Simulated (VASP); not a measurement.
# GaN (F-43m) in VASP: reference runs, part 2 of 2

VASP 6.6.1. The steps go on from the part before.

### Step 3. Equation of state, PBEsol, 10.76 Å³/atom (volume scaled by 0.94)

The input, INCAR:

```
PREC = Accurate
ENCUT = 520
EDIFF = 1E-7
ISMEAR = -1
SIGMA = 0.05
LREAL = False
LASPH = True
NELM = 80
ALGO = Normal
ISIF = 2
LWAVE = False
LCHARG = False
GGA = PS
NBANDS = 16
```

The input, KPOINTS:

```
regular mesh
0
Gamma
  10 10 10
```

The input, POSCAR:

```
GaN
1.0
    0.0000000000      2.2074978911      2.2074978911
    2.2074978911      0.0000000000      2.2074978911
    2.2074978911      2.2074978911      0.0000000000
Ga N
1 1
Direct
    0.0000000000      0.0000000000      0.0000000000
    0.2500000000      0.2500000000      0.2500000000
```

Potentials or basis: VASP PAW PBE potentials, release 64 (Ga_d, N).

Launch:

```
cat potpaw_PBE.64/Ga_d/POTCAR potpaw_PBE.64/N/POTCAR > POTCAR
mpirun -np 1 vasp_std > vasp.out
```

OUTCAR:

```text
PREC = Accurate
   ENCUT = 520
   EDIFF = 1E-7
   ISMEAR = -1
   LREAL = False
   LASPH = True
   NELM = 80
   ISIF = 2
   GGA = PS

 Found     47 irreducible k-points:

 Following reciprocal coordinates:
            Coordinates               Weight
  0.000000  0.000000  0.000000      1.000000
  0.100000  0.000000  0.000000      8.000000
  0.200000  0.000000  0.000000      8.000000
  0.300000  0.000000  0.000000      8.000000
  0.400000  0.000000  0.000000      8.000000
  0.500000  0.000000  0.000000      4.000000
   k-points           NKPTS =     47   k-points in BZ     NKDIM =     47   number of bands    NBANDS=     16
   number of dos      NEDOS =    301   number of ions     NIONS =      2
   total plane-waves  NPLWV =  13824
   dimension x,y,z NGX =    24 NGY =   24 NGZ =   24
   dimension x,y,z NGXF=    48 NGYF=   48 NGZF=   48
   ions per type =               1   1
   NGX,Y,Z   is equivalent  to a cutoff of  12.78, 12.78, 12.78 a.u.
   NGXF,Y,Z  is equivalent  to a cutoff of  25.56, 25.56, 25.56 a.u.
 SYSTEM =  unknown system
   PREC   = accura    normal or accurate (medium, high low for compatibility)
   ISTART =      0    job   : 0-new  1-cont  2-samecut
   ICHARG =      2    charge: 1-file 2-atom 10-const
   ISPIN  =      1    spin polarized calculation?
[... 49 lines left out ...]
  free energy    TOTEN  =       -13.07990137 eV

  energy without entropy =      -13.07990137  energy(sigma->0) =      -13.07990137

 E-fermi :   6.8035     XC(G=0): -12.2381

 val. band max:        5.8486197729   @ k =   0.0000   0.0000   0.0000
 cond. band min:       7.9272150868   @ k =   0.0000   0.0000   0.0000
 fundamental gap:      2.0785953138
 Fermi energy:         6.8034574476

 k-point     1 :       0.0000    0.0000    0.0000
  band No.  band energies     occupation
      1     -10.6386      2.00000
      2      -7.6289      2.00000
      3      -7.6289      2.00000
      4      -7.6289      2.00000
      5      -7.2350      2.00000
      6      -7.2350      2.00000
[... 91 lines left out ...]
      3      -7.5226      2.00000
      4      -7.1788      2.00000
      5      -7.1788      2.00000
      6      -5.9803      2.00000
[... 8 lines left out ...]
     15      26.1400      0.00000
     16      26.1400      0.00000

 [... further k-points ...]
[... 5 lines left out ...]
  --------------------------------------------------------------------------------------
  -------------------------------------------------------------------------------------
  Total        1.5611074      1.5611074      1.5611074      0.0000000     -0.0000000      0.0000000
  in kB      116.2552227    116.2552227    116.2552227      0.0000000     -0.0000000      0.0000000
  external PRESSURE =     116.2552227 kB  Pullay stress =       0.0000000 kB

 VOLUME and BASIS-vectors are now :
 -----------------------------------------------------------------------------
  energy-cutoff  :      520.00
  volume of cell :       21.51
      direct lattice vectors                 reciprocal lattice vectors
     0.000000000  2.207497891  2.207497891    -0.226500783  0.226500783  0.226500783
     2.207497891  0.000000000  2.207497891     0.226500783 -0.226500783  0.226500783
     2.207497891  2.207497891  0.000000000     0.226500783  0.226500783 -0.226500783

 POSITION                                       TOTAL-FORCE (eV/Angst)
 -----------------------------------------------------------------------------------
      0.00000      0.00000      0.00000        -0.000000     -0.000000     -0.000000
      1.10375      1.10375      1.10375         0.000000      0.000000      0.000000
 -----------------------------------------------------------------------------------
    total drift:                                0.000001      0.000001      0.000001

  FREE ENERGIE OF THE ION-ELECTRON SYSTEM (eV)
  ---------------------------------------------------
  free  energy   TOTEN  =       -13.0799013730 eV

  energy  without entropy=      -13.0799013729  energy(sigma->0) =      -13.07990137
```

stdout:

```text
POSCAR found type information on POSCAR GaN
 POSCAR found :  2 types and       2 ions
 scaLAPACK will be used
 -----------------------------------------------------------------------------
|                                                                             |
|                                                                             |
|     You enforced a specific xc type in the INCAR file but a different       |
|     I HOPE YOU KNOW WHAT YOU ARE DOING!                                     |
|                                                                             |
 -----------------------------------------------------------------------------

 LDA part: xc-table for (Slater+PW92), standard interpolation
 POSCAR, INCAR and KPOINTS ok, starting setup
 FFT: planning ... GRIDC
 FFT: planning ... GRID_SOFT
 FFT: planning ... GRID
 WAVECAR not read
 entering main loop
```

Run time: 22 s. Hardware: 1 thread of Intel Xeon Platinum 8375C at 2.90GHz (Ice Lake), shared host; peak memory 0.14 GiB.

Results:

* Free energy: -13.0799 eV
* Pressure: 11.6 GPa
* Band gap on the k mesh: 2.08 eV, direct

Caveat: the PAW data sets were made with another functional, which shifts forces and pressure a little.

### Step 4. Equation of state, PBEsol, 10.99 Å³/atom (volume scaled by 0.96)

INCAR is that of step 3.

KPOINTS is that of step 3.

The input, POSCAR:

```
GaN
1.0
    0.0000000000      2.2230441631      2.2230441631
    2.2230441631      0.0000000000      2.2230441631
    2.2230441631      2.2230441631      0.0000000000
Ga N
1 1
Direct
    0.0000000000      0.0000000000      0.0000000000
    0.2500000000      0.2500000000      0.2500000000
```

Launch:

```
cat potpaw_PBE.64/Ga_d/POTCAR potpaw_PBE.64/N/POTCAR > POTCAR
mpirun -np 1 vasp_std > vasp.out
```

Wall time 14 s (1 thread of Intel Xeon Platinum 8375C at 2.90GHz (Ice Lake), shared host); peak memory 0.14 GiB.

The run converged. Its results:

| Quantity | Value |
| --- | --- |
| Free energy | -13.1065 eV |
| Pressure | 6.8 GPa |
| Band gap on the k mesh | 1.94 eV, direct |

Caveat: the PAW data sets were made with another functional, which shifts forces and pressure a little.

### Step 5. Equation of state, PBEsol, 11.21 Å³/atom (volume scaled by 0.98)

INCAR is that of step 4.

KPOINTS is that of step 4.

The input, POSCAR:

```
GaN
1.0
    0.0000000000      2.2383759866      2.2383759866
    2.2383759866      0.0000000000      2.2383759866
    2.2383759866      2.2383759866      0.0000000000
Ga N
1 1
Direct
    0.0000000000      0.0000000000      0.0000000000
    0.2500000000      0.2500000000      0.2500000000
```

Launch:

```
cat potpaw_PBE.64/Ga_d/POTCAR potpaw_PBE.64/N/POTCAR > POTCAR
mpirun -np 1 vasp_std > vasp.out
```

Wall time 21 s (1 thread of Intel Xeon Platinum 8375C at 2.90GHz (Ice Lake), shared host); peak memory 0.15 GiB.

The run converged. Its results:

```
Free energy            : -13.1200 eV
Pressure               : 2.5 GPa
Band gap on the k mesh : 1.81 eV, direct
```

Caveat: the PAW data sets were made with another functional, which shifts forces and pressure a little.

### Step 6. Equation of state, PBEsol, 11.67 Å³/atom (volume scaled by 1.02)

INCAR is that of step 5.

KPOINTS is that of step 5.

The input, POSCAR:

```
GaN
1.0
    0.0000000000      2.2684248875      2.2684248875
    2.2684248875      0.0000000000      2.2684248875
    2.2684248875      2.2684248875      0.0000000000
Ga N
1 1
Direct
    0.0000000000      0.0000000000      0.0000000000
    0.2500000000      0.2500000000      0.2500000000
```

Potentials or basis: VASP PAW PBE potentials, release 64 (Ga_d, N).

Launch:

```
cat potpaw_PBE.64/Ga_d/POTCAR potpaw_PBE.64/N/POTCAR > POTCAR
mpirun -np 1 vasp_std > vasp.out
```

Run time: 22 s. Hardware: 1 thread of Intel Xeon Platinum 8375C at 2.90GHz (Ice Lake), shared host; peak memory 0.14 GiB.

It converged, with:

| Item | Value |
| --- | --- |
| Free energy | -13.1134 eV |
| Pressure | -4.8 GPa |
| Band gap on the k mesh | 1.56 eV, direct |

Caveat: the PAW data sets were made with another functional, which shifts forces and pressure a little.

### Step 7. Equation of state, PBEsol, 11.90 Å³/atom (volume scaled by 1.04)

INCAR is that of step 6.

KPOINTS is that of step 6.

The input, POSCAR:

```
GaN
1.0
    0.0000000000      2.2831553320      2.2831553320
    2.2831553320      0.0000000000      2.2831553320
    2.2831553320      2.2831553320      0.0000000000
Ga N
1 1
Direct
    0.0000000000      0.0000000000      0.0000000000
    0.2500000000      0.2500000000      0.2500000000
```

Launch:

```
cat potpaw_PBE.64/Ga_d/POTCAR potpaw_PBE.64/N/POTCAR > POTCAR
mpirun -np 1 vasp_std > vasp.out
```

Wall time 23 s (1 thread of Intel Xeon Platinum 8375C at 2.90GHz (Ice Lake), shared host); peak memory 0.14 GiB.

The run converged. Its results:

```
Free energy            : -13.0956 eV
Pressure               : -7.9 GPa
Band gap on the k mesh : 1.43 eV, direct
```

Caveat: the PAW data sets were made with another functional, which shifts forces and pressure a little.

### Step 8. Equation of state, PBEsol, 12.13 Å³/atom (volume scaled by 1.06)

INCAR is that of step 7.

KPOINTS is that of step 7.

The input, POSCAR:

```
GaN
1.0
    0.0000000000      2.2976981147      2.2976981147
    2.2976981147      0.0000000000      2.2976981147
    2.2976981147      2.2976981147      0.0000000000
Ga N
1 1
Direct
    0.0000000000      0.0000000000      0.0000000000
    0.2500000000      0.2500000000      0.2500000000
```

Launch:

```
cat potpaw_PBE.64/Ga_d/POTCAR potpaw_PBE.64/N/POTCAR > POTCAR
mpirun -np 1 vasp_std > vasp.out
```

It took 23 s on 1 thread of Intel Xeon Platinum 8375C at 2.90GHz (Ice Lake), shared host; peak memory 0.14 GiB.

It converged, with:

```yaml
Free_energy: -13.0693 eV
Pressure: -10.6 GPa
Band_gap_on_the_k_mesh: 1.31 eV, direct
```

Caveat: the PAW data sets were made with another functional, which shifts forces and pressure a little.

### Step 9. Equation of state, PBEsol

Potentials or basis: VASP PAW PBE potentials, release 64 (Ga_d, N).

No new run: the results of the series are fitted here.

What came out:

```yaml
Equilibrium_volume: 11.37 Å³/atom
Bulk_modulus: 188 GPa
Pressure_derivative_of_the_bulk_modulus: 4.5
```

Energy against volume, from the lowest point:
| volume (Å³/atom) | energy (meV/atom) |
| --- | --- |
| 10.757 | 21.03 |
| 10.986 | 7.75 |
| 11.215 | 0.97 |
| 11.444 | 0.00 |
| 11.673 | 4.27 |
| 11.902 | 13.20 |
| 12.131 | 26.32 |

Caveat: the PAW data sets were made with another functional, which shifts forces and pressure a little.

### Step 10. Comparison with measurements

Step 2. Measured gap of GaN: 3.299 eV (direct; 0 K; a printed reference work, textbook). This calculation gives 1.68 eV (-1.62 eV). Spin-orbit coupling on Ga is left out. The value is that of PBEsol, without temperature or zero-point motion. Semilocal functionals fall short of measured gaps as a rule. The cell is a database's relaxed one, not the measured one, which moves gaps too.
